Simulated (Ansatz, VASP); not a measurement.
# Al35MoN36 (Mo_Al): VASP beside Ansatz, part 2 of 2

One calculation is typed for both programs; each brings its own data sets. How far apart do they land? The structure shown is the start of the Ansatz relaxation below; VASP solves that cell, so the two are compared at the walk's first step.

VASP 6.6.1 and Ansatz 0.2.0.

So far: The starting structure; Ansatz: relaxation, r2SCAN.

## Step 3: VASP: single point, r2SCAN, start cell

Level of this step: r2SCAN, no spin polarisation; plane waves and PAW (Al, N, Mo_sv) (VASP).

The same cell, functional and mesh now go to VASP, with its own data sets.

Lines of VASP's logs that name or quote its potential files are left out, and so is its time.

Input file INCAR:

```
SYSTEM = Al35MoN36
PREC = Accurate
ENCUT = 580
EDIFF = 1E-06
NELM = 120
ISMEAR = 0
SIGMA = 0.01
LREAL = Auto
ALGO = Normal
METAGGA = R2SCAN
LASPH = .TRUE.
NELECT = 300
NBANDS = 200
LORBIT = 11
LWAVE = .FALSE.
LCHARG = .FALSE.
ISIF = 2
ISYM = 0
GGA_COMPAT = .FALSE.
EFERMI = MIDGAP
LMIXTAU = .TRUE.
NCORE = 2
```

Input file POSCAR:

```
Al35MoN36
1.0
    9.3195655359      0.0000000860      0.0000000000
   -4.6597828424      8.0709804634      0.0000000000
    0.0000000000      0.0000000000      9.9564777190
Al N Mo
35 36 1
Direct
    0.2203238915      0.1142692620      0.2524424873
    0.1079474319      0.2170899804      0.5023580769
    0.2173390792      0.1062375241      0.7475117416
    0.1096995227      0.2218068794      0.9947194459
    0.2241529243      0.4456241713      0.2543691727
    0.1153161710      0.5573093641      0.5032749675
    0.2242423442      0.4498879656      0.7472961031
    0.1142739768      0.5595434174      0.0032856279
    0.2212499747      0.7724625291      0.2475606404
    0.1100997724      0.8936755606      0.4995169115
    0.2240172923      0.7777960818      0.7448662277
    0.1150582373      0.8949942356      0.9994478249
    0.5542393012      0.1062106340      0.2524846709
    0.4449138261      0.2260327565      0.5033260900
    0.5594238910      0.1133300912      0.7456883056
    0.4388998110      0.2179652113      0.9978450493
    0.5585828907      0.4454808147      0.2452430537
    0.5616272181      0.4474555437      0.7505985762
    0.4467417151      0.5533658496      0.0030638627
    0.5549467949      0.7777435444      0.2545928461
    0.4477669101      0.8904511656      0.4953641377
    0.5565143815      0.7786569402      0.7446544058
    0.4489361477      0.8902554026      0.9962424745
    0.8912535945      0.1167190192      0.2516956368
    0.7736677264      0.2205770342      0.5033394481
    0.8908341953      0.1170528076      0.7485534755
    0.7820086836      0.2282130332      0.9990554171
    0.8921573078      0.4456828931      0.2453517267
    0.7762981056      0.5522980700      0.4953323996
    0.8934077153      0.4430907669      0.7502043605
    0.7747228201      0.5577594883      0.0022260162
    0.8895889760      0.7797918669      0.2543420546
    0.7834973825      0.8907085038      0.5012673298
    0.8922177747      0.7768113120      0.7461559408
    0.7756132465      0.8904542597      0.9956018865
    0.2219956004      0.1074937531      0.4441967456
    0.1061995811      0.2226511387      0.1889571848
    0.2243792260      0.1159631082      0.9372860828
    0.1127881755      0.2204956385      0.6862024094
    0.2204520493      0.4487003775      0.4403423704
    0.1151154147      0.5616263118      0.1899747133
    0.2195618537      0.4401319018      0.9439725840
    0.1168763932      0.5587863842      0.6922069425
    0.2185979205      0.7742381498      0.4441362824
    0.1170056583      0.8923065819      0.1889173112
    0.2229077619      0.7831183596      0.9386588575
    0.1059735392      0.8833996097      0.6910322299
    0.5505179796      0.1090929357      0.4375132575
    0.4473718632      0.2238772563      0.1859762109
    0.5602498401      0.1103034453      0.9389777453
    0.4489028261      0.2272977824      0.6926474597
    0.5592293918      0.4449660073      0.4442498768
    0.4478809199      0.5588454813      0.1864875363
    0.5580634568      0.4485556579      0.9366656827
    0.4473435227      0.5590572276      0.6863975587
    0.5500301614      0.7759464889      0.4383012872
    0.4418143172      0.8828648507      0.1915143140
    0.5540315990      0.7821505678      0.9411676764
    0.4449094436      0.8849740120      0.6935616384
    0.8831659650      0.1082411149      0.4423211827
    0.7763691409      0.2163298426      0.1909749666
    0.8913714349      0.1097891300      0.9364724417
    0.7822815176      0.2263952863      0.6874561660
    0.8930939767      0.4501228741      0.4388504774
    0.7765097297      0.5597757241      0.1922738195
    0.8918720129      0.4463919767      0.9447788932
    0.7835801898      0.5598544010      0.6915745904
    0.8839597916      0.7774339131      0.4380932819
    0.7761407146      0.8932442553      0.1904624360
    0.8902747681      0.7734491431      0.9390333875
    0.7811763906      0.8940488663      0.6930695970
    0.4387193511      0.5516632065      0.4979426600
```

Input file KPOINTS:

```
Points of the shifted mesh
1
Reciprocal
 0.2500000000  0.2500000000  0.2500000000 1
```

PAW data sets: Al, N and Mo_sv (PBE family, release 64).

The run is started by

```
> mpirun -np 8 vasp_std
```

Numbers of over 12 decimals in the logs are rounded to 6 here.

What it wrote:

```text
[banner, memory and clock lines left out]
running    8 mpi-ranks, on    1 nodes
[...]
|                                                                             |
|               ----> ADVICE to this user running VASP <----                  |
|                                                                             |
|     You enforced a specific xc type in the INCAR file but a different       |
|     [... a line on the potential file left out ...]
|     I HOPE YOU KNOW WHAT YOU ARE DOING!                                     |
|                                                                             |

 LDA part: xc-table for (None), standard interpolation
 POSCAR, INCAR and KPOINTS ok, starting setup
[...]
entering main loop
       N       E                     dE             d eps       ncg     rms          rms(c)
DAV:   1     0.133533232295E+04    0.13353E+04   -0.15849E+05   416   0.155E+03
DAV:   2    -0.693523659714E+03   -0.20289E+04   -0.19491E+04   496   0.315E+02
DAV:   3    -0.852273236987E+03   -0.15875E+03   -0.15659E+03   480   0.948E+01
DAV:   4    -0.855350572337E+03   -0.30773E+01   -0.30422E+01   480   0.132E+01
DAV:   5    -0.855412026226E+03   -0.61454E-01   -0.61291E-01   480   0.174E+00BRMIX: very serious problems
 the old and the new charge density differ
 old charge density:   299.00000 new  300.00000
    0.728E+01
DAV:   6    -0.722778341460E+03    0.13263E+03   -0.37707E+02   464   0.368E+01    0.311E+01
DAV:   7    -0.693813306430E+03    0.28965E+02   -0.38203E+01   464   0.175E+01    0.182E+01
DAV:   8    -0.686315751671E+03    0.74976E+01   -0.18717E+01   456   0.898E+00    0.124E+01
DAV:   9    -0.686006110784E+03    0.30964E+00   -0.28451E+00   464   0.599E+00    0.277E+00
[...]
DAV:  24    -0.691676243593E+03    0.23213E-05   -0.15807E-06   288   0.426E-03    0.461E-03
DAV:  25    -0.691676247086E+03   -0.34932E-05   -0.19849E-06   280   0.501E-03    0.105E-03
DAV:  26    -0.691676247106E+03   -0.19591E-07   -0.45532E-07   224   0.175E-03
   1 F= -.69167625E+03 E0= -.69167625E+03  d E =-.400362E-68
```

OUTCAR, selected parts (step 3):

```text
 POSITION                                       TOTAL-FORCE (eV/Angst)
 -----------------------------------------------------------------------------------
      1.52085      0.92227      2.51344         0.653254     -0.100240     -0.619569
     -0.00557      1.75213      5.00172        -0.683713      0.911025     -0.788624
      1.53046      0.85744      7.44258         0.684419      0.918148      0.171796
     -0.01122      1.79020      9.90390         0.082648      0.015756      0.787521
      0.01250      3.59662      2.53262        -0.118891      0.105912     -1.088202
     -1.52224      4.49803      5.01085        -1.115275     -0.299015     -0.187300
     -0.00654      3.63104      7.44044         1.770174     -0.256239      0.538151
     -1.54237      4.51606      0.03271         0.304184      0.160925     -0.858763
     -1.53755      6.23453      2.46483        -0.279005      1.552860      0.938577
     -3.13825      7.21284      4.97343         0.657698     -1.876751      0.073163
     -1.53662      6.27758      7.41624         0.063939      0.207523      1.044115
     -3.09819      7.22348      9.95098        -0.275625     -0.786240     -0.117257
      4.67035      0.85722      2.51386        -0.337241      0.223294     -0.964074
      3.09314      1.82431      5.01136         0.791322     -0.057101     -0.165080
[...]
-----------------------------------------------------------------------------------
    total drift:                               -0.006271     -0.011741      0.147677

  FREE ENERGIE OF THE ION-ELECTRON SYSTEM (eV)
  ---------------------------------------------------
  free  energy   TOTEN  =      -691.6762471057 eV

  energy  without entropy=     -691.6762471057  energy(sigma->0) =     -691.67624711
```

The run ends at a pressure of 6.20 GPa, with forces up to 6.5 eV/Å.

## Step 4: Comparison

Known differences besides the potentials themselves: VASP keeps PBE cores, Ansatz makes them for the functional; fixed occupations in Ansatz, narrow Gaussian smearing in VASP; the cutoff is 500 eV in Ansatz and 580 eV in VASP (PREC = Accurate, projectors in real space). Total energies have different zeros and are not compared.

Forces on 7 of the 72 atoms, those with the largest forces and the largest differences (eV/Å; atoms numbered as in POSCAR):

```
atom          Ansatz x, y, z            VASP x, y, z
Al10    0.659, -1.868, 0.075    0.658, -1.877, 0.073
 N40  -4.693, -3.916, -1.414  -4.765, -3.966, -1.436
 N52   3.619, -2.530, -1.985   3.682, -2.567, -2.015
 N55    0.553, -0.436, 6.366    0.561, -0.435, 6.446
 N56    1.137, 5.066, -0.403    1.150, 5.141, -0.421
 N59   -0.450, 1.460, -1.260   -0.452, 1.468, -1.276
Mo72    0.821, 0.089, -2.426    0.826, 0.090, -2.440
```

The forces differ by 13 meV/Å r.m.s., which is 1.2 % of the r.m.s. force of 1.070 eV/Å (both taken over all components). The cell carries a charge of -1 e against a uniform background, so its pressure also hangs on how the neutralising background is counted, and in a defect's cell a gap may be the spacing between its levels.

## Step 5: What came out

| Quantity | Value |
| --- | --- |
| r.m.s. force difference (single point, r2SCAN, start cell) | 1.2 % of the r.m.s. force |

The r.m.s. force difference is 1.2 % of the r.m.s. force (single point, r2SCAN, start cell), within the 3 % picked in this series as the mark of a large difference. 1 further run of this series is not shown here. How closely two codes agree says nothing of how well the functional describes the real material.

[Lines on the potential files, build, host, timing and source positions are cut from VASP's logs without a mark.]

[Logs are printed without paths, hosts, clocks, repeated set-up lines and the standing remarks that a program may print on its own settings, such as how far it seeks lower states.]

[Hosts, paths, dates, database ids (printed as entryN), source tags and the programs' standing remarks are cut or masked in the printed files.]
